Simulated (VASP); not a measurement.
# Li (R-3m) in VASP: notebook, part 2 of 2

VASP 6.6.1. The steps go on from the part before.

## (3) Relaxation of cell and atoms, PBE

This run uses another cell than the first one, of 21.68 Å³/atom, 0.883 times its volume.

File INCAR:

```
PREC = Accurate ; ENCUT = 600
EDIFF = 1E-6 ; ISMEAR = 0
SIGMA = 0.1 ; LREAL = False
LASPH = True ; NELM = 100
ALGO = Normal ; ISIF = 3
LWAVE = False ; LCHARG = False
GGA = PE ; IBRION = 2
NSW = 90 ; EDIFFG = -0.04
```

File KPOINTS:

```
regular mesh
0
Gamma
  3 3 3
```

File POSCAR:

```
Li
1.0
    3.5311384619      2.0387037416      6.0220111670
   -3.5311384619      2.0387037416      6.0220111670
    0.0000000000     -4.0774074830      6.0220111670
Li
12
Direct
    0.0101900000      0.6536100000      0.0101900000
    0.0101900000      0.0101900000      0.6536100000
    0.6536100000      0.0101900000      0.0101900000
    0.9898100000      0.3463900000      0.9898100000
    0.3463900000      0.9898100000      0.9898100000
    0.9898100000      0.9898100000      0.3463900000
    0.2211800000      0.6306000000      0.2211800000
    0.2211800000      0.2211800000      0.6306000000
    0.6306000000      0.2211800000      0.2211800000
    0.7788200000      0.3694000000      0.7788200000
    0.3694000000      0.7788200000      0.7788200000
    0.7788200000      0.7788200000      0.3694000000
```

Potentials or basis: VASP PAW PBE potentials, release 64 (Li_sv).

Started as:

```bash
$ cat potpaw_PBE.64/Li_sv/POTCAR > POTCAR
$ mpirun -np 1 vasp_std > vasp.out
```

OUTCAR:

```text
PREC = Accurate
   ENCUT = 600
   EDIFF = 1E-6
   ISMEAR = 0
   LREAL = False
   LASPH = True
   NELM = 100
   ISIF = 3
   GGA = PE
   IBRION = 2
   NSW = 90
   EDIFFG = -0.04

 ion  position               nearest neighbor table
   1  0.010  0.654  0.010-   4 2.40   3 2.52   2 2.52   7 2.59  12 2.59  11 2.59
   2  0.010  0.010  0.654-   6 2.40   3 2.52   1 2.52   8 2.59  10 2.59  11 2.59
   3  0.654  0.010  0.010-   5 2.40   1 2.52   2 2.52   9 2.59  12 2.59  10 2.59
   4  0.990  0.346  0.990-   1 2.40   5 2.52   6 2.52  10 2.59   8 2.59   9 2.59
   5  0.346  0.990  0.990-   3 2.40   4 2.52   6 2.52  11 2.59   8 2.59   7 2.59
   6  0.990  0.990  0.346-   2 2.40   4 2.52   5 2.52  12 2.59   9 2.59   7 2.59
   7  0.221  0.631  0.221-  11 2.56  12 2.56   1 2.59   6 2.59   5 2.59
   8  0.221  0.221  0.631-  10 2.56  11 2.56   2 2.59   4 2.59   5 2.59
   9  0.631  0.221  0.221-  10 2.56  12 2.56   3 2.59   6 2.59   4 2.59
  10  0.779  0.369  0.779-   9 2.56   8 2.56   4 2.59   2 2.59   3 2.59
  11  0.369  0.779  0.779-   7 2.56   8 2.56   5 2.59   2 2.59   1 2.59
  12  0.779  0.779  0.369-   7 2.56   9 2.56   6 2.59   3 2.59   1 2.59

  LATTYP: Found a trigonal (rhomboedric) cell.
 ALAT       =     7.2725422157
 COS(alpha) =     0.5284942553

  Lattice vectors:

 A1 = (   3.5311384619,   2.0387037416,   6.0220111670)
 A2 = (  -3.5311384619,   2.0387037416,   6.0220111670)
 A3 = (   0.0000000000,  -4.0774074830,   6.0220111670)

Analysis of symmetry for initial positions (statically):
=====================================================================
 Subroutine PRICEL returns:
 Original cell was already a primitive cell.

 Routine SETGRP: Setting up the symmetry group for a
 trigonal (rhombohedral) supercell.

 Subroutine GETGRP returns: Found 12 space group operations
 (whereof 12 operations were pure point group operations)
 out of a pool of 12 trial point group operations.

The static configuration has the point symmetry D_3d.

Analysis of symmetry for dynamics (positions and initial velocities):
=====================================================================
 Subroutine PRICEL returns:
 Original cell was already a primitive cell.

 Routine SETGRP: Setting up the symmetry group for a
 trigonal (rhombohedral) supercell.

 Subroutine GETGRP returns: Found 12 space group operations
 (whereof 12 operations were pure point group operations)
 out of a pool of 12 trial point group operations.

The dynamic configuration has the point symmetry D_3d.

 Subroutine INISYM returns: Found 12 space group operations
 (whereof 12 operations are pure point group operations),
 and found     1 'primitive' translations

----------------------------------------------------------------------------------------

                                     Primitive cell

  volume of cell :     260.1128

  direct lattice vectors                    reciprocal lattice vectors
     3.531138462  2.038703742  6.022011167     0.141597393  0.081751293  0.055352493
    -3.531138462  2.038703742  6.022011167    -0.141597393  0.081751293  0.055352493
     0.000000000 -4.077407483  6.022011167     0.000000000 -0.163502586  0.055352493

  length of vectors
     7.272542216  7.272542216  7.272542216     0.172618058  0.172618058  0.172618058

  position of ions in fractional coordinates (direct lattice)
     0.010190000  0.653610000  0.010190000
     0.010190000  0.010190000  0.653610000
     0.653610000  0.010190000  0.010190000
     0.989810000  0.346390000  0.989810000
     0.346390000  0.989810000  0.989810000
[... 68 lines left out ...]
   ICHARG =      2    charge: 1-file 2-atom 10-const
   ISPIN  =      1    spin polarized calculation?
   LNONCOLLINEAR =      F non collinear calculations
   LSORBIT =      F    spin-orbit coupling
   LASPH  =      T    aspherical Exc in radial PAW
   ENCUT  =  600.0 eV  44.10 Ry    6.64 a.u.  14.53 14.53 14.53*2*pi/ulx,y,z
   NELM   =    100;   NELMIN=  2; NELMDL= -5     # of ELM steps
   EDIFF  = 0.1E-05   stopping-criterion for ELM
   LREAL  =      F    real-space projection
   EDIFFG = -.4E-01   stopping-criterion for IOM
   NSW    =     90    number of steps for IOM
   IBRION =      2    ionic relax: 0-MD 1-quasi-New 2-CG
   NFREE  =      1    steps in history (QN), initial steepest desc. (CG)
   ISIF   =      3    stress and relaxation
   ISYM   =      2    0-nonsym 1-usesym 2-fastsym
   POTIM  = 0.5000    time-step for ionic-motion
   TEBEG  =    0.0;   TEEND  =   0.0 temperature during run
   PSTRESS=    0.0 pullay stress
   NELECT =      36.0000    total number of electrons
   NUPDOWN=      -1.0000    fix difference up-down
   EMIN   =  10.00;   EMAX   =-10.00  energy-range for DOS
   EFERMI =   0.00;   METHOD = LEGACY
   ISMEAR =     0;   SIGMA  =   0.10  broadening in eV -4-tet -1-fermi 0-gaus
   EFERMI_NEDOS =   21; number of points for ismear=-14 and -15
   IALGO  =     38    algorithm
   IMIX   =      4    mixing-type and parameters
     AMIX     =   0.40;   BMIX     =  1.00
     AMIX_MAG =   1.60;   BMIX_MAG =  1.00
  volume/ion in A,a.u.               =      21.68       146.28
  Fermi-wavevector in a.u.,A,eV,Ry     =   0.846815  1.600248  9.756674  0.717095
  Thomas-Fermi vector in A             =   1.962222
   LORBIT       =      0    0 simple, 1 ext, 2 COOP (PROOUT), +10 PAW based schemes
   GGA     = PE    functional components
   LHFCALC =     F    Hartree Fock is set to
   AEXX    =    0.0000 exact exchange contribution
   IVDW    =     0    specifies the selected vdW correction
   LEPSILON=     F    determine dielectric tensor
   LRPA    =     F    only Hartree local field effects (RPA)
 conjugate gradient relaxation of ions
 non-spin polarized calculation
 Gauss-broadening in eV      SIGMA  =   0.10
  energy-cutoff  :      600.00
  volume of cell :      260.11
 maximum number of plane-waves:      8701
 NGX is ok and might be reduce to    60
   NGX = 29   NGY = 29   NGZ = 29

--------------------------------------- Ionic step        1  -------------------------------------------

 number of electron      36.0000021 magnetization

 Free energy of the ion-electron system (eV)
  ---------------------------------------------------
  ext. energy  EPLUGINS =         0.00000000
  ---------------------------------------------------
  free energy    TOTEN  =       -17.04623895 eV

  energy without entropy =      -17.01936844  energy(sigma->0) =      -17.03280370

------------------------ aborting loop because EDIFF is reached ----------------------------------------

  FORCE on cell =-STRESS in cart. coord.  units (eV):
  Direction    XX          YY          ZZ          XY          YZ          ZX
  --------------------------------------------------------------------------------------
  -------------------------------------------------------------------------------------
  Total        5.8637325      5.8637325      7.0012402      0.0000000      0.0000000     -0.0000000
  in kB       36.1179470     36.1179470     43.1244812      0.0000000      0.0000000     -0.0000000
  external PRESSURE =      38.4534584 kB  Pullay stress =       0.0000000 kB
[... 119 lines left out ...]
  FREE ENERGIE OF THE ION-ELECTRON SYSTEM (eV)
  ---------------------------------------------------
  free  energy   TOTEN  =       -18.2862134553 eV

  energy  without entropy=      -18.2605248133  energy(sigma->0) =      -18.27336913

 E-fermi :  -0.0921     XC(G=0):  -6.1683

 val. band max:       -0.1009722471   @ k =  -0.3333   0.3333   0.3333
 cond. band min:      -0.0411512131   @ k =   0.3333   0.0000   0.0000
 fundamental gap:      0.0598210341
 Fermi energy:        -0.0921475941

 k-point     1 :       0.0000    0.0000    0.0000
  band No.  band energies     occupation
      1     -47.6177      2.00000
      2     -47.6119      2.00000
      3     -47.6119      2.00000
      4     -47.6112      2.00000
      5     -47.6059      2.00000
      6     -47.6059      2.00000
[... 157 lines left out ...]
     24       1.4502      0.00000
     25       1.5066      0.00000

[... ionic steps 4 to 17 ...]

--------------------------------------- Ionic step       18  -------------------------------------------

 number of electron      35.9999962 magnetization

------------------------ aborting loop because EDIFF is reached ----------------------------------------
[... 87 lines left out ...]
--------------------------------------- Ionic step       20  -------------------------------------------

 number of electron      36.0000034 magnetization

 Free energy of the ion-electron system (eV)
  ---------------------------------------------------
  ext. energy  EPLUGINS =         0.00000000
  ---------------------------------------------------
  free energy    TOTEN  =       -19.75509085 eV

  energy without entropy =      -19.70890012  energy(sigma->0) =      -19.73199548

 E-fermi :   0.1520     XC(G=0):  -6.5547

 val. band max:        0.1494073719   @ k =  -0.3333   0.3333   0.0000
 cond. band min:       0.1672466822   @ k =  -0.3333   0.3333   0.3333
 fundamental gap:      0.0178393103
 Fermi energy:         0.1519922039

 k-point     1 :       0.0000    0.0000    0.0000
  band No.  band energies     occupation
      1     -47.0537      2.00000
      2     -47.0467      2.00000
      3     -47.0467      2.00000
      4     -47.0450      2.00000
      5     -47.0385      2.00000
      6     -47.0385      2.00000
[... 196 lines left out ...]
  FREE ENERGIE OF THE ION-ELECTRON SYSTEM (eV)
  ---------------------------------------------------
  free  energy   TOTEN  =       -19.7550908464 eV

  energy  without entropy=      -19.7089001234  energy(sigma->0) =      -19.73199548

 reached required accuracy - stopping structural energy minimisation
```

Wall time 9.4 min (1 thread of Intel Xeon 6975P-C (Granite Rapids), shared host); peak memory 0.51 GiB.

What came out:

```yaml
Free_energy: -19.7551 eV
Relaxed_volume: 24.01 Å³/atom
Relaxed_cell: a = 8.235 Å, b = 8.235 Å, c = 8.235 Å, α = 48.58°, β = 48.58°, γ = 48.58°
Space_group_after_relaxing_to_0.05_Å: R-3m (No. 166)
Energy_gained_by_relaxing: 225.7 meV/atom
Ionic_steps: 20
Pressure_after_relaxing: -0.1 GPa
Largest_force_after_relaxing: 0.039 eV/Å
Band_gap_on_the_k_mesh: none (metal or under the smearing width)
```

Forces on the atoms (eV/Å):
```
Li  -0.026  0.015  0.013
Li   0.000 -0.030  0.013
Li   0.026  0.015  0.013
Li   0.026 -0.015 -0.013
Li  -0.026 -0.015 -0.013
Li   0.000  0.030 -0.013
Li  -0.012  0.007  0.036
Li   0.000 -0.014  0.036
Li   0.012  0.007  0.036
Li   0.012 -0.007 -0.036
Li  -0.012 -0.007 -0.036
Li   0.000  0.014 -0.036
```

Step by step:
```csv
step,energy change (eV),largest force (eV/Å),pressure (GPa),volume (Å³)
1,0.0000,0.8492,3.85,260.11
2,-0.6618,0.5539,2.37,280.19
3,-1.2400,0.4193,-0.41,346.55
4,-1.2637,0.3821,-0.09,335.89
5,-1.2644,0.3751,-0.03,333.85
6,-1.3389,0.3162,-0.09,336.09
7,-1.4680,0.2608,-0.28,342.53
8,-1.4863,0.2804,-0.38,345.53
9,-1.5769,0.2617,-0.24,338.47
10,-1.7195,0.3618,0.29,317.80
11,-1.7912,0.3874,0.22,315.88
12,-2.0408,0.4452,0.03,309.89
13,-2.3547,0.3844,0.01,296.92
14,-2.4704,0.2963,-0.06,294.94
15,-2.5315,0.2211,-0.10,292.26
16,-2.6344,0.1954,0.11,289.28
17,-2.6454,0.1826,0.22,287.65
18,-2.6960,0.0922,-0.07,290.81
19,-2.6999,0.0680,-0.17,291.96
20,-2.7089,0.0388,-0.06,288.12
```

Final structure:
```cif
data_structure
_symmetry_space_group_name_H-M 'P 1'
_symmetry_Int_Tables_number 1
_cell_length_a 8.2351
_cell_length_b 8.2351
_cell_length_c 8.2351
_cell_angle_alpha 48.584
_cell_angle_beta 48.584
_cell_angle_gamma 48.584
_cell_volume 288.12
loop_
_atom_site_label
_atom_site_type_symbol
_atom_site_fract_x
_atom_site_fract_y
_atom_site_fract_z
_atom_site_occupancy
Li1 Li 0.08415 0.51994 0.08415 1
Li2 Li 0.08415 0.08415 0.51994 1
Li3 Li 0.51994 0.08415 0.08415 1
Li4 Li 0.91585 0.48006 0.91585 1
Li5 Li 0.48006 0.91585 0.91585 1
Li6 Li 0.91585 0.91585 0.48006 1
Li7 Li 0.22979 0.62693 0.22980 1
Li8 Li 0.22979 0.22979 0.62693 1
Li9 Li 0.62693 0.22979 0.22980 1
Li10 Li 0.77021 0.37307 0.77020 1
Li11 Li 0.37307 0.77021 0.77020 1
Li12 Li 0.77021 0.77021 0.37307 1
```

Caveat: the k mesh is coarse (spacing up to 0.36 Å⁻¹), so the values aren't converged; the cutoff is under 1.25 times the usual one of these potentials, so pressure, stress and relaxed cells hold a basis-set (Pulay) error.
